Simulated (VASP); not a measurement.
## Ir under changes of volume

One of the cells (14.920 Å³/atom); the others are scaled copies at fixed shape and fractional positions:

```
Ir
1.0
     2.76960    0.00000    0.00000
    -1.38480    2.39854    0.00000
     0.00000    0.00000    4.49184
Ir
2
Direct
  0.33333 0.66667 0.25000
  0.66667 0.33333 0.75000
```

This isn't the form of Ir at room conditions, which is fcc.

```yaml
Program: VASP 6.6.1
Functional: PBEsol
Potentials_or_basis: VASP PAW PBE potentials, release 64 (Ir)
Cutoff: 520 eV
k_mesh: 11 × 11 × 6
Occupations: fermi-dirac, width 0.05 eV
Spin: no spin polarisation
```

| volume (Å³/atom) | energy over the lowest point (meV/atom) | pressure (GPa) |
| --- | --- | --- |
| 13.749 | ? | ? |
| 14.042 | 0.00 | 3.2 |
| 14.335 | 1.63 | -4.7 |
| 14.920 | 43.74 | -17.7 |
| 15.212 | 81.18 | -23.1 |
| 15.505 | 127.78 | -27.7 |

Task: What does the run at 13.749 Å³/atom give?

Result: Energy over the lowest point 13.67 meV/atom; pressure 12.1 GPa.

Worked out: A Birch-Murnaghan fit of order 3 (a polynomial in V^(-2/3)) to the other rows has its minimum at 14.15 Å³/atom with B0 = V·E''(V) = 388 GPa and B' = 5.3 at fixed shape and positions, which overstates the stiffness. It gives 13.85 meV/atom at 13.749 Å³/atom, against the run's 13.67, and -dE/dV = 12.2 GPa, against 12.1.

Energies are extrapolated to zero smearing.

Caveats: the PAW data sets were made with another functional, which shifts forces and pressure a little.
